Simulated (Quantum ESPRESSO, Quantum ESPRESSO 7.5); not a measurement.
# The Br–F bond length in CsBrF₆: PBEsol tested against potentials, dispersion and LDA

## Reference data

The quantity is the Br–F bond length of the octahedral $[\mathrm{BrF_6}]^-$ anion in solid CsBrF₆. The reference is $1.854 \pm 0.001$ Å from single-crystal X-ray diffraction, cited as a literature value in "Bromine Pentafluoride BrF5, the Formation of [BrF6]− Salts, and the Stereochemical (In)activity of the Bromine Lone Pairs" (2022, PubMed Central 10092034). The temperature is not given with the value. Powder neutron diffraction gave 1.847(1) Å, shorter by 0.007 Å, which is more than the quoted uncertainties cover. Neutrons place fluorine beside bromine and caesium more surely than X-rays do, so I keep both numbers in view. The database structure I start from has the same bond length as the reference, and I suspect that both come from one diffraction determination. The starting geometry therefore cannot serve as independent support.

| compared with | measured | source's wording or label | method |
| --- | --- | --- | --- |
| Br–F distance 1 (Å) | 1.854 ± 0.001 | 1.854 ± 0.001 A | single-crystal XRD |

Conditions are those given with the value in the passage it was taken from; "not stated" means there, and the paper may say more elsewhere. The values are a selection: others may have been left out beforehand as unlike or outlying.

## Method

I want the Br–F distance within 0.5 % of the X-ray value, about 0.009 Å. That is strict enough to expose the usual semilocal error in a bond of this kind, and it is my choice for this study, not an estimate of the experimental doubt.

The model is the rhombohedral primitive cell with one formula unit, cell and atoms fully relaxed, without spin polarisation because the salt is a closed-shell insulator. The bromine lone pair is stereochemically inactive here, so one Br–F distance describes the anion.

I go straight to PBEsol at a generous plane-wave cutoff. A low cutoff would save little in so small a cell, and fluorine's compact 2p shell is where it would do harm. After that I want the same functional with a different family of potentials, and LDA beside it for scale. The calculation gives a static distance. In diffraction, libration of the anion makes the bond look shorter, typically by some thousandths of an ångström, while anharmonic stretching lengthens the true mean slightly.

Plain PBE isn't shown in this study.

System: CsBrF6 (caesium hexafluoridobromate(V)), K[AsF6] type; R-3 (No. 148), 8 atoms in the primitive cell; the database structure is a diffraction structure: a = 7.799 Å, c = 7.963 Å; structure from the Crystallography Open Database.

On the selection of runs and values: Further runs on this system are not shown.

## 1. PBEsol at a high cutoff

PBEsol usually gives good cells for ionic solids, and the packing of Cs⁺ and the anions should be described reasonably. The bond itself is harder: it is electron-rich and hypervalent, and semilocal functionals tend to make such bonds too long. I expect a value above the measured one, by something like one per cent.

**Run 1.** Quantum ESPRESSO 7.5: PBEsol, GBRV ultrasoft potentials, cell and atoms relaxed from the database structure, cutoff 61 Ry (density 488 Ry), 3x3x3 k mesh, Gaussian smearing 0.02 eV.

Key lines of the input:
```
! potential files: GBRV ultrasoft potentials, made for PBEsol
&control
  calculation = 'vc-relax'
  forc_conv_thr = 2.0d-4
  etot_conv_thr = 1.0d-5
  nstep = 60
/
&system
  nat = 8
  ntyp = 3
  ecutwfc = 61
  ecutrho = 488
  nbnd = 35
  occupations = 'smearing'
  smearing = 'gaussian'
  degauss = 0.00147
/
&electrons
  conv_thr = 1.0d-8
  electron_maxstep = 100
  mixing_beta = 0.4
/
&ions
/
&cell
  press_conv_thr = 0.5
/
ATOMIC_SPECIES
  Cs 132.905 Cs.upf
  Br 79.904 Br.upf
  F 18.998 F.upf
[... cell and positions ...]
K_POINTS automatic
  3 3 3 0 0 0
```

Command:
```
OMP_NUM_THREADS=1 mpirun -n 8 pw.x -nk 4 -in relax.in > relax.out
```

Selected lines of the output:
```
     bfgs converged in  29 scf cycles and  28 bfgs steps
          total   stress  (Ry/bohr**3)                   (kbar)     P=        0.14
CELL_PARAMETERS (angstrom)
   4.000946984   2.309947823   2.674262434
```

Converged; 5.4 min on 8 cores of Intel Xeon Platinum 8488C (Sapphire Rapids), shared host.

| quantity | run 1 | measured | deviation |
| --- | --- | --- | --- |
| Br–F distance 1 (Å) | 1.890 | 1.854 ± 0.001 | +0.036 (+1.9 %) |
| a (Å) | 8.002 |  |  |
| c (Å) | 8.023 |  |  |

The bond comes out at 1.890 Å, 0.036 Å too long and nearly four times my limit. I had expected an error of this sign but about half the size. Against the neutron value the gap is wider still, 0.043 Å. Shortening by libration has the right sign, but at some thousandths of an ångström it is far too small to close it.

The cell is also larger than the diffraction cell I started from: $a$ by about 0.20 Å, or 2.6 %, and $c$ by only 0.060 Å. A static cell ought to lie below a thermally expanded one, so PBEsol underbinds the packing, mostly across the threefold axis. Longer bonds make larger anions, which may account for part of this; missing dispersion may account for another part.

## 2. The same functional with other potentials

Before I blame the functional I want the potentials tested. Norm-conserving PseudoDojo files at their own high cutoff treat the cores of bromine and fluorine independently of the GBRV set. If the long bond belongs to PBEsol, it should return within a few thousandths of an ångström.

**Run 2.** Quantum ESPRESSO 7.5: PBEsol, PseudoDojo norm-conserving potentials, cell and atoms relaxed from the database structure, cutoff 84 Ry, 3x3x3 k mesh, Gaussian smearing 0.02 eV.

Key lines of the input, as changed from run 1:
```diff
- ! potential files: GBRV ultrasoft potentials, made for PBEsol
+ ! potential files: PseudoDojo norm-conserving potentials, made for PBEsol
  &system
-   ecutwfc = 61
-   ecutrho = 488
+   ecutwfc = 84
```

Selected lines of the output:
```
     kinetic-energy cutoff     =      84.0000  Ry
     bfgs converged in  29 scf cycles and  28 bfgs steps
CELL_PARAMETERS (angstrom)
   3.990899235   2.304146753   2.667829228
```

Converged; 4.3 min, same machine.

| quantity | run 2 | measured | deviation |
| --- | --- | --- | --- |
| Br–F distance 1 (Å) | 1.881 | 1.854 ± 0.001 | +0.027 (+1.4 %) |
| a (Å) | 7.982 |  |  |
| c (Å) | 8.003 |  |  |

The norm-conserving potentials give 1.881 Å, still 0.027 Å too long, so the miss survives the change. The two sets differ by 0.009 Å, however, more than the few thousandths I had allowed and about as much as my whole tolerance. The bond is therefore less sharply defined by the functional alone than I had assumed. Both lattice constants shrink by 0.020 Å with the new potentials, which removes about a tenth of the excess over the diffraction cell in $a$ and about a third of it in $c$.

## 3. Cutoff dependence and LDA for scale

The spread between the potentials could come partly from the plane-wave basis, so I repeat PBEsol with the GBRV files at 45 Ry to see how far the bond moves from its 61 Ry value. LDA at the same 45 Ry then gives a neighbouring functional on equal numerical terms. I expect LDA to contract the cell strongly and to shorten the bond only modestly, by perhaps 0.01 Å, because the stiff covalent bond responds far less than the soft packing.

**Run 3.** Quantum ESPRESSO 7.5: PBEsol, GBRV ultrasoft potentials, cell and atoms relaxed from the database structure, cutoff 45 Ry (density 360 Ry), 3x3x3 k mesh, Gaussian smearing 0.02 eV.

Key lines of the input, as changed from run 1:
```diff
  &system
-   ecutwfc = 61
-   ecutrho = 488
+   ecutwfc = 45
+   ecutrho = 360
```

Command:
```
OMP_NUM_THREADS=1 mpirun -n 4 pw.x -nk 4 -in relax.in > relax.out
```

Selected lines of the output:
```
     bfgs converged in  29 scf cycles and  28 bfgs steps
     new unit-cell volume =    995.36221 a.u.^3 (   147.49746 Ang^3 )
          total   stress  (Ry/bohr**3)                   (kbar)     P=        0.48
```

Converged; 4.2 min on 4 cores of Intel Xeon Platinum 8559C (Emerald Rapids), shared host.

**Run 4.** Quantum ESPRESSO 7.5: LDA, GBRV ultrasoft potentials, cell and atoms relaxed from the database structure, cutoff 45 Ry (density 360 Ry), 3x3x3 k mesh, Gaussian smearing 0.02 eV.

Key lines of the input, as changed from run 3:
```diff
- ! potential files: GBRV ultrasoft potentials, made for PBEsol
+ ! potential files: GBRV ultrasoft potentials, made for LDA
```

Selected lines of the output:
```
     bfgs converged in  28 scf cycles and  27 bfgs steps
          total   stress  (Ry/bohr**3)                   (kbar)     P=       -0.04
```

Converged; 3.4 min, same machine. Warnings: WARNING: bfgs curvature condition failed, Theta= 0.983.

| quantity | run 3 | run 4 | measured |
| --- | --- | --- | --- |
| Br–F distance 1 (Å) | 1.890 | 1.877 | 1.854 ± 0.001 |
| a (Å) | 7.983 | 7.579 |  |
| c (Å) | 8.017 | 7.687 |  |

At 45 Ry the PBEsol bond is again 1.890 Å, the same as at 61 Ry to the printed precision. The 0.009 Å between the two potential families therefore doesn't come from this step in cutoff, and I leave its origin open. The cell is more sensitive: $a$ drops by 0.019 Å, so the lattice constants at 45 Ry carry some basis error.

LDA contracts $a$ by 0.404 Å relative to PBEsol at the same cutoff, well below the diffraction cell, yet the bond shortens by only 0.013 Å, to 1.877 Å. It is still 0.023 Å too long. The BFGS warning in the LDA run concerns the curvature condition of an optimiser step; the relaxation went on to converge, with a residual pressure near zero.

## 4. Does the loose packing stretch the bond?

LDA changes the bonding and the packing together, so it can't tell me how much of the PBEsol error comes from the oversized cell. Adding D3(BJ) to PBEsol at 45 Ry leaves the electronic functional alone and pulls the ions together. I expect a clearly smaller cell and a bond shorter by a few thousandths of an ångström at most, which would place the error inside the anion.

**Run 5.** Quantum ESPRESSO 7.5: PBEsol+D3(BJ), GBRV ultrasoft potentials, cell and atoms relaxed from the database structure, cutoff 45 Ry (density 360 Ry), 3x3x3 k mesh, Gaussian smearing 0.02 eV.

Key lines of the input, as changed from run 3:
```diff
  &system
+   vdw_corr = 'dft-d3'
+   dftd3_version = 4
```

Selected lines of the output:
```
     bfgs converged in  21 scf cycles and  20 bfgs steps
     new unit-cell volume =    945.36943 a.u.^3 (   140.08930 Ang^3 )
```

Converged; 1.9 min on 8 cores of Intel Xeon Platinum 8488C (Sapphire Rapids), shared host.

| quantity | run 5 | measured | deviation |
| --- | --- | --- | --- |
| Br–F distance 1 (Å) | 1.889 | 1.854 ± 0.001 | +0.035 (+1.9 %) |
| a (Å) | 7.836 |  |  |
| c (Å) | 7.903 |  |  |

Dispersion shrinks $a$ by 0.147 Å and $c$ by 0.114 Å, while the bond goes from 1.890 to 1.889 Å. A volume change of about 5 % thus hardly touches the anion, and the loose packing of plain PBEsol can't be the reason for its long bonds. The error sits in the description of the $[\mathrm{BrF_6}]^-$ ion itself.

The cell now lies near the diffraction one, with $a$ 0.037 Å above it and $c$ 0.060 Å below. I don't read more into that, since $a$ moved by 0.019 Å between the two cutoffs without dispersion. The bond misses my limit as clearly as before.

## Comparison with experiment

| run | settings | Br–F distance 1 (Å) | deviation | cost |
| --- | --- | --- | --- | --- |
| 1 | PBEsol, cutoff 61 Ry | 1.890 | +0.036 (+1.9 %) | 43 core-min |
| 2 | PBEsol, PseudoDojo, cutoff 84 Ry | 1.881 | +0.027 (+1.4 %) | 35 core-min |
| 3 | PBEsol, GBRV ultrasoft potentials, cutoff 45 Ry (density 360 Ry) | 1.890 | +0.036 (+1.9 %) | 17 core-min |
| 4 | LDA, GBRV ultrasoft potentials, cutoff 45 Ry (density 360 Ry) | 1.877 | +0.023 (+1.3 %) | 14 core-min |
| 5 | PBEsol+D3(BJ), GBRV ultrasoft potentials, cutoff 45 Ry (density 360 Ry) | 1.889 | +0.035 (+1.9 %) | 15 core-min |
|  | measured | 1.854 ± 0.001 |  |  |

## Discussion

PBEsol misses the target. At 61 Ry with the GBRV potentials it gives a Br–F bond of 1.890 Å, 1.9 % above the X-ray value where I had allowed 0.5 %, for 43 core-minutes. The norm-conserving potentials reduce the error to 1.4 %, still a clear miss.

The change of potentials and the dispersion run mattered most. The first showed that the long bond isn't peculiar to one set of files, but also left a spread of 0.009 Å that I can't explain. The second shrank the cell by about 5 % in volume and moved the bond by only 0.001 Å, so loose packing isn't the cause. LDA was useful only for scale: its bond is 0.023 Å too long inside a cell that is far too small. The LDA and dispersion runs used 45 Ry, which may be low for these files; the PBEsol bond didn't change between 45 and 61 Ry, which should carry over to the dispersion run, since D3 adds nothing that depends on the plane-wave basis, but less surely to LDA with its own potential files.

What remains is most likely the semilocal description of the anion. Such functionals delocalise electrons too much in electron-rich hypervalent bonds and make them too long; this is argued from theory, not shown by my runs. Libration may make the measured bond look some thousandths of an ångström short, which would explain a small part of the excess. The neutron value, 0.007 Å shorter than the X-ray one, would widen the miss. The disagreement between the two measurements stays unresolved, but it is too small to change the outcome. A hybrid functional would be my next step, since exact exchange normally shortens bonds of this kind.

[Logs are printed without paths, hosts, clocks, repeated set-up lines and the standing remarks that a program may print on its own settings, such as how far it seeks lower states.]

[The runs shown are a pick from a larger set of finished runs; failed, doubtful and other runs were left out of it ahead of writing. So were measured values far from every level or from commonly accepted values, and agreement can look better than it is. Lines of input and output are excerpts and may be shortened.]
